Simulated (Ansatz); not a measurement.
Set up this calculation in Ansatz 0.2.0, as the native input.

* Task: single point
* Functional: HSE06 form with a typed share of exact exchange
* Potentials or basis: Ansatz PAW
* Cutoff: 420 eV (not typed: the program's choice for these potentials)
* k mesh: 3 × 3 × 2
* Occupations: fermi-dirac, width 0.05 eV
* Spin: no spin polarisation
* Screening (1/Å): 0.2
* Share of exact exchange: 0.25

SnSe, a slab with vacuum:

```
Sn Se
1.0
     4.28533    0.00000    0.00000
     0.00000    4.28533    0.00000
     0.00000    0.00000   10.99069
Sn Se
2 2
Cartesian
  0.0000 2.1427 6.8996
  2.1427 0.0000 4.0911
  0.0000 2.1427 4.2200
  2.1427 0.0000 6.7707
```

One way to write it, as run:

input.yaml

```yaml
crystal:
  lattice:
    - [4.2853274191, 0.0, 0.0]
    - [0.0, 4.2853274191, 0.0]
    - [0.0, 0.0, 10.99069213]
  atoms:
    - { symbol: Sn, position: [0.0, 0.5, 0.62777089] }
    - { symbol: Sn, position: [0.5, 0.0, 0.37222911] }
    - { symbol: Se, position: [0.0, 0.5, 0.38396051] }
    - { symbol: Se, position: [0.5, 0.0, 0.61603949] }
hamiltonian:
  xc: { exchange: pbe, correlation: pbe, exx: { coeff: 0.25, omega: 0.2 } }
  pseudopotentials: { kind: paw }
kpoints:
  mp_grid: { grid: [3, 3, 2] }
scf:
  occupations: { method: fermi_dirac, width: 0.05 }
output:
  forces: true
  stress: true
  eigenvalues: true
```

Potentials or basis: Ansatz PAW.

Command:

```sh
$ ansatz run input.yaml --threads 2 --pin off --max-ram 5632MiB --backend cpu --events-out ev --progress --plain --runs-dir out
```

It gave:

| Property | Result |
| --- | --- |
| Largest force | 0.362 eV/Å |
| Band gap on the k mesh | 2.02 eV, direct |

Caveat: the k mesh is coarse (spacing up to 0.49 Å⁻¹), so the values aren't converged, least of all with exact exchange; odd divisions of the mesh miss points on the zone boundary, where band edges often lie, so the gap on the mesh can be too wide; spin-orbit coupling is left out, which moves the levels of the heavy elements; the PAW data sets come from PBE, with cores solved anew for the run's functional, which leaves a small shift of forces and pressure.

Wall time 20 s on 2 threads of Intel(R) Xeon(R) 6975P-C (Granite Rapids) (shared host), peak memory 1.9 GiB.
